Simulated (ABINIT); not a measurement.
Planning a run of ABINIT 10.8.3 on LiCl (Fm-3m). The input:

```
acell 3*1.0 Angstrom
rprim 
  0.000000000000 2.564770000000 2.564770000000
  2.564770000000 0.000000000000 2.564770000000
  2.564770000000 2.564770000000 -0.000000000000
ntypat 2
znucl 3 17
natom 2
typat 1 2
xred 
  0.000000000000 0.000000000000 0.000000000000
  0.500000000000 0.500000000000 0.500000000000
pp_dirpath "pseudos"
pseudos "Li.upf, Cl.upf"
ecut 33
ngkpt 4 4 4
nshiftk 1
shiftk 0 0 0
kptopt 1
chksymbreak 0
irdden 1
istwfk *1
nband 168
prtvol 0
optdriver 6
gwr_task "HDIAGO"
paral_kgb 0
occopt 1
indata_prefix "in"
outdata_prefix "out"
tmpdata_prefix "tmp"
```

The database entry behind the starting cell differs from later determinations by our own check (0.1 to 0.3 % short, probably kX units), so it need not match the best structure at ambient conditions.

```sh
OMP_NUM_THREADS=1 mpirun -n 4 abinit run.abi > log
```

**Question.** How long will it take on 4 MPI ranks of Arm Neoverse V2, shared host, and how much memory?

It took 15 s; on shared hardware allow 7.7 s to 31 s. Peak host memory was 1.2 GiB.

[Paths, hosts, dates, memory and timing lines, banners, echoed tables and standing remarks are left out of the program output.]

[Logs are printed without paths, hosts, clocks, repeated set-up lines and the standing remarks that a program may print on its own settings, such as how far it seeks lower states.]

[Runs of the session that timed out or met a known fault of the program may be left out.]

[Hosts, paths, dates, database ids (printed as entryN), source tags and the programs' standing remarks are cut or masked in the printed files.]

[G0W0 gaps are taken among the corrected bands and points alone; a level outside them can change the order at an edge.]

[Where Ansatz stands beside ABINIT at settings called matched, ABINIT's density can come from a denser mesh and the files from another edition; pairs whose starting gaps differed by over 0.03 eV were left out, so agreement reads better than it is.]
